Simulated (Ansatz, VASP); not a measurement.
**One calculation of Cr, two programs**

```
CELL_PARAMETERS angstrom
2.67732 0.00000 0.00000
-1.33866 2.31863 0.00000
0.00000 0.00000 4.35040
ATOMIC_POSITIONS crystal
Cr 0.66667 0.33333 0.75000
Cr 0.33333 0.66667 0.25000
```

This isn't the form of Cr at room conditions, which is bcc.

Alike in both runs: task single point; functional PBEsol; k mesh 11 × 11 × 6; occupations fermi-dirac, width 0.05 eV; collinear spin.

|  | VASP | Ansatz |
| --- | --- | --- |
| version | VASP 6.6.1 | Ansatz 0.2.0 |
| potentials or method | VASP PAW PBE potentials, release 64 (Cr_pv) | Ansatz PAW |
| plane-wave cutoff (eV) | 520 | 420 |
| valence electrons in the cell | 24 | 28 |

|  | VASP | Ansatz | Ansatz less VASP |
| --- | --- | --- | --- |
| gap on the k mesh at the Fermi level (eV) | none | none | - |
| net moment per atom (μB) | 0.66 | 0.62 | -0.034 |
| size of the moment on the site where the two differ most (μB) | 0.61 | 0.57 | -0.040 |

Site moments also hang on the region over which each program counts them. A gap of «none» marks a metal or a gap that the smearing closes. The two sets of potentials don't hold the same shells in valence.
